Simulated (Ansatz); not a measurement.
Rows from a G0W0 calculation on Y2CF2 (MXene monolayer) (Ansatz 0.2.0; G0W0 on PBE, plane waves, PAW; 6×6×1 mesh, 338 empty bands, screening to 55 eV), in eV. Spin-orbit coupling is left out.

```csv
row,k,band,start,Σx,Σc at the solution,Vxc
A,Γ,v1,-4.278,-17.163,1.861,-15.153
B,"(0.000, -0.500, 0.000)",c2,0.052,-7.751,-4.760,-13.395
C,"(0.000, -0.500, 0.000)",v1,-4.445,-17.061,1.935,-14.959
D,Γ,c2,-1.281,-3.976,-2.709,-7.198
E,"(0.000, -0.500, 0.000)",c1,-3.167,-8.843,-3.695,-13.264
F,Γ,c1,-1.447,-3.771,-2.743,-6.989
```

Work out each quasiparticle level and how far it moved.

The quasiparticle equation reads E = start + Σx + Σc(E) − Vxc.

```csv
row,E (eV),shift (eV)
A,-4.428,−0.150
B,0.936,+0.884
C,-4.612,−0.167
D,-0.769,+0.512
E,-2.441,+0.727
F,-0.972,+0.476
```

Limits: not at the basis limit; coarse mesh for a sheet; no spin-orbit coupling.

[Paths, hosts, dates, memory and timing lines, banners, echoed tables and standing remarks are left out of the program output.]

[Logs are printed without paths, hosts, clocks, repeated set-up lines and the standing remarks that a program may print on its own settings, such as how far it seeks lower states.]

[Runs of the session that timed out or met a known fault of the program may be left out.]

[Cells called generated may have been cut or substituted from an entry of the Crystallography Open Database or the Materials Project.]

[Hosts, paths, dates, database ids (printed as entryN), source tags and the programs' standing remarks are cut or masked in the printed files.]
